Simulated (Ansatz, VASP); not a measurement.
P: VASP beside Ansatz

INCAR

```
PREC     = Accurate       # precision mode
ENCUT    = 520            # plane-wave cutoff, eV
EDIFF    = 1E-7           # SCF threshold, eV
ISMEAR   = 0              # smearing method
SIGMA    = 0.1            # smearing width, eV
LREAL    = False          # projectors in reciprocal space
LASPH    = True           # aspherical terms in the spheres
NELM     = 60             # most SCF steps
ALGO     = Normal         # electronic algorithm
ISIF     = 2              # what is computed and relaxed
LWAVE    = False          # write WAVECAR
LCHARG   = False          # write CHGCAR
LDIPOL   = True         
IDIPOL   = 3            
DIPOL    = 0.5 0.5 0.500
GGA      = PE             # functional
IVDW     = 12             # dispersion correction
NBANDS   = 12             # bands
```

Contents of KPOINTS:

```
Automatic mesh
0
Gamma
  6 6 1
```

The input POSCAR:

```
P
1.0
    3.0956118943      0.0000000000      0.0000000000
   -1.5478059471      2.6808785407      0.0000000000
    0.0000000000      0.0000000000     28.0000000000
P
2
Direct
    0.3333333333      0.6666666667      0.5210178571
    0.6666666667      0.3333333333      0.4789821429
```

Input for Ansatz:

```yaml
crystal:
  lattice:
    - [3.0956118943, 0.0, 0.0]
    - [-1.5478059471, 2.6808785407, 0.0]
    - [0.0, 0.0, 28.0]
  atoms:
    - { symbol: P, position: [0.3333333333, 0.6666666667, 0.5210178571] }
    - { symbol: P, position: [0.6666666667, 0.3333333333, 0.4789821429] }
  periodic: [true, true, false]
basis:
  ecutwfc: 420
kpoints:
  mp_grid: { grid: [6, 6, 1] }
hamiltonian:
  xc: pbe
  dispersion: d3bj
scf:
  occupations: { method: gaussian, width: 0.1 }
output:
  forces: true
  stress: true
  eigenvalues: true
```

The cell was built by a generator and needn't be a form met in nature.

Alike in both runs: task single point; functional PBE; dispersion D3(BJ); k mesh 6 × 6 × 1; occupations gaussian, width 0.1 eV; no spin polarisation.

|  | VASP | Ansatz |
| --- | --- | --- |
| version | VASP 6.6.1 | Ansatz 0.2.0 |
| potentials or method | VASP PAW PBE potentials, release 64 (P) | scalar-relativistic, plane waves, PAW |
| plane-wave cutoff (eV) | 520 | 420 |
| valence electrons in the cell | 10 | 10 |

Ansatz gave:

```
gap on the k mesh at the Fermi level (eV) : 1.87
least direct gap on the mesh (eV)         : 2.15
rms of the force components (eV/Å)        : 1.202
```

Problem. What did VASP give for the same quantities?

Solution. gap on the k mesh at the Fermi level (eV): 1.93; least direct gap on the mesh (eV): 2.21; rms of the force components (eV/Å): 1.128.

Atom by atom the forces differ by 0.074 eV/Å (rms over components).
